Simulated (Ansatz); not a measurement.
Hg: eigenvalues along the path

```xyz
1
Lattice="1.7623 1.0385 2.2613 -1.6977 1.0039 2.2267 0.0024 -1.9753 2.2140" Properties=species:S:1:pos:R:3 pbc="T T T"
Hg    0.0000    0.0000    0.0000
```

The geometry is COD entry 1541226, unchecked; take it as a test cell. The listed cell was then made from it by scaling, straining or moving an atom.

No spin–orbit coupling, which matters for the heavy atoms here.

All numbers below come from Ansatz 0.2.0, DFT, LDA, all-electron LAPW, scalar-relativistic.

The runs use a Γ-centred 12×12×12 k mesh, Fermi–Dirac smearing of 0.03 eV, basis error target 0.5 meV/atom, no spin polarisation.

Path points, in fractions of the reciprocal vectors: Γ (0.000, 0.000, 0.000), X (-0.500, 0.000, 0.000), Y (0.000, 0.000, -0.500), Z (0.000, -0.500, 0.000), R (-0.500, -0.500, -0.500), T (0.000, -0.500, -0.500), U (-0.500, -0.500, 0.000). Levels in eV from the Fermi level; bands 17 to 25, counted from the lowest band of the run. The gap is zero.

```
# k(1/Å) point b17 b18 b19 b20 b21 b22 b23 b24 b25
0.000 Γ -9.31 -7.69 -7.62 -6.32 -6.16 -6.12 11.50 12.39 12.86
0.226 - -9.11 -7.68 -7.55 -6.30 -6.18 -6.13 9.81 12.36 13.01
0.452 - -8.66 -7.66 -7.21 -6.27 -6.21 -6.12 6.64 12.59 13.28
0.677 - -8.38 -7.67 -6.29 -6.21 -6.21 -6.01 3.41 12.59 13.24
0.903 - -8.33 -7.69 -6.31 -6.18 -5.87 -4.50 0.41 12.33 12.92
1.129 X -8.33 -7.71 -6.32 -6.16 -5.81 -2.41 -2.11 12.18 12.75
1.489 - -8.19 -7.60 -6.51 -6.28 -5.94 -4.61 1.30 12.10 12.32
1.849 - -8.04 -7.23 -7.04 -6.22 -6.04 -5.90 5.71 10.84 11.99
2.209 - -8.03 -7.22 -6.95 -6.22 -6.05 -5.91 6.17 10.49 11.93
2.570 - -8.13 -7.49 -6.56 -6.30 -5.94 -4.46 1.69 11.81 12.30
2.930 Y -8.24 -7.62 -6.35 -6.24 -5.81 -1.98 -1.97 11.85 12.68
3.161 - -8.23 -7.60 -6.34 -6.25 -5.89 -4.35 0.83 11.98 12.84
3.393 - -8.25 -7.57 -6.32 -6.27 -6.19 -6.05 3.97 12.17 13.14
3.624 - -8.55 -7.57 -7.27 -6.31 -6.24 -6.16 7.34 12.05 13.12
3.856 - -9.08 -7.63 -7.59 -6.32 -6.18 -6.15 10.65 11.69 12.80
4.087 Γ -9.31 -7.69 -7.62 -6.32 -6.16 -6.12 11.50 12.39 12.86
4.319 - -9.08 -7.66 -7.57 -6.31 -6.19 -6.14 10.74 11.66 12.71
4.551 - -8.54 -7.61 -7.25 -6.28 -6.25 -6.15 7.40 11.95 13.03
4.783 - -8.25 -7.61 -6.28 -6.27 -6.18 -6.05 4.02 11.96 13.05
5.015 - -8.23 -7.65 -6.31 -6.23 -5.88 -4.34 0.86 11.69 12.75
5.247 Z -8.24 -7.67 -6.32 -6.21 -5.80 -1.96 -1.96 11.53 12.59
5.529 - -8.01 -7.51 -6.44 -6.30 -6.13 -2.67 -0.41 11.43 12.37
5.810 - -7.44 -7.09 -6.80 -6.63 -6.51 -2.82 1.85 10.28 11.42
6.092 - -7.50 -7.05 -7.00 -6.28 -6.27 -2.52 4.41 7.12 10.53
6.374 - -7.87 -7.22 -7.15 -5.72 -5.61 -1.52 3.36 7.85 9.61
6.656 R -8.00 -7.30 -7.19 -5.50 -5.36 -0.18 1.34 9.17 9.39
6.937 - -7.89 -7.20 -7.10 -5.73 -5.63 -2.89 4.67 9.61 9.80
7.218 - -7.61 -6.97 -6.88 -6.28 -6.25 -5.50 9.01 10.54 10.82
7.500 - -7.91 -7.05 -7.02 -6.71 -6.51 -6.48 11.19 11.81 12.02
7.781 - -8.93 -7.52 -7.45 -6.47 -6.27 -6.23 11.49 12.29 12.60
8.062 Γ -9.31 -7.69 -7.62 -6.32 -6.16 -6.12 11.50 12.39 12.86
8.346 - -8.94 -7.59 -7.51 -6.40 -6.23 -6.15 11.34 11.68 11.76
8.630 - -8.05 -7.47 -7.02 -6.64 -6.26 -6.13 9.48 10.13 11.40
8.914 - -7.86 -7.52 -6.34 -6.19 -6.07 -5.40 7.23 8.10 10.65
9.197 - -7.98 -7.87 -6.12 -5.98 -5.58 -2.84 4.37 5.55 9.69
9.481 T -8.04 -8.01 -6.10 -5.89 -5.28 -0.04 1.05 4.91 9.37
9.841 - -7.83 -7.80 -6.38 -6.10 -5.54 -1.70 3.12 5.37 9.28
10.202 - -7.43 -7.18 -6.89 -6.47 -6.24 -2.63 3.23 8.33 9.87
10.562 - -7.42 -7.21 -6.88 -6.51 -6.23 -2.66 3.15 8.13 9.76
10.922 - -7.94 -7.76 -6.32 -6.09 -5.62 -1.84 2.77 5.12 9.78
11.282 U -8.18 -7.94 -6.03 -5.85 -5.36 -0.27 0.64 4.70 10.13
```
